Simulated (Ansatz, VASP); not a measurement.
Ni: VASP beside Ansatz

The input INCAR:

```
PREC = Accurate ; ENCUT = 520
EDIFF = 1E-6 ; ISMEAR = 0
SIGMA = 0.1 ; LREAL = False
LASPH = True ; NELM = 150
ALGO = Normal ; ISIF = 2
LWAVE = False ; LCHARG = True
ISPIN = 2 ; MAGMOM = 2 -2
LORBIT = 11 ; LMAXMIX = 4
GGA = PE ; LELF = True
LVHAR = True ; NBANDS = 21
```

File KPOINTS:

```
regular mesh
0
Gamma
  12 6 12
```

File POSCAR:

```
Ni
1.0
    0.0000000000      1.7677500000      1.7677500000
    3.5355000000      0.0000000000      3.5355000000
    1.7677500000      1.7677500000      0.0000000000
Ni
2
Direct
    0.0000000000      0.0000000000      0.0000000000
    0.0000000000      0.5000000000      0.0000000000
```

Input for Ansatz:

```yaml
crystal:
  lattice:
    - [0.0, 1.76775, 1.76775]
    - [3.5355, 0.0, 3.5355]
    - [1.76775, 1.76775, 0.0]
  atoms:
    - { symbol: Ni, position: [0.0, 0.0, 0.0], spin: 2.0 }
    - { symbol: Ni, position: [0.0, 0.5, 0.0], spin: -2.0 }
magnetization:
  spin_polarized: true
hamiltonian:
  xc: pbe
  pseudopotentials: { kind: paw }
basis:
  ecutwfc: 420
kpoints:
  mp_grid: { grid: [12, 6, 12] }
scf:
  occupations: { method: gaussian, width: 0.1 }
  lower_state_search: "off"
output:
  forces: true
  stress: true
```

Alike in both runs: task single point; functional PBE; k mesh 12 × 6 × 12; occupations gaussian, width 0.1 eV; collinear spin.

|  | VASP | Ansatz |
| --- | --- | --- |
| version | VASP 6.6.1 | Ansatz 0.2.0 |
| potentials or method | VASP PAW PBE potentials, release 64 (Ni) | PAW, plane waves, scalar-relativistic |
| plane-wave cutoff (eV) | 520 | 420 |
| valence electrons in the cell | 20 | 36 |

Ansatz gave:

| Quantity | Value |
| --- | --- |
| pressure (GPa) | -3.7 |
| largest component of the traceless stress (GPa) | 0.21 |
| net moment per atom (μB) | 0.00 |
| size of the moment on the site where the two differ most (μB) | 0.29 |

Question: What did VASP give for the same quantities?

Answer: Pressure (GPa): -3.7; largest component of the traceless stress (GPa): 0.20; net moment per atom (μB): 0.00; size of the moment on the site where the two differ most (μB): 0.27.

Site moments also hang on the region over which each program counts them. With one functional, cell and mesh, what is left measures potentials, basis and numerics. The two sets of potentials don't hold the same shells in valence.
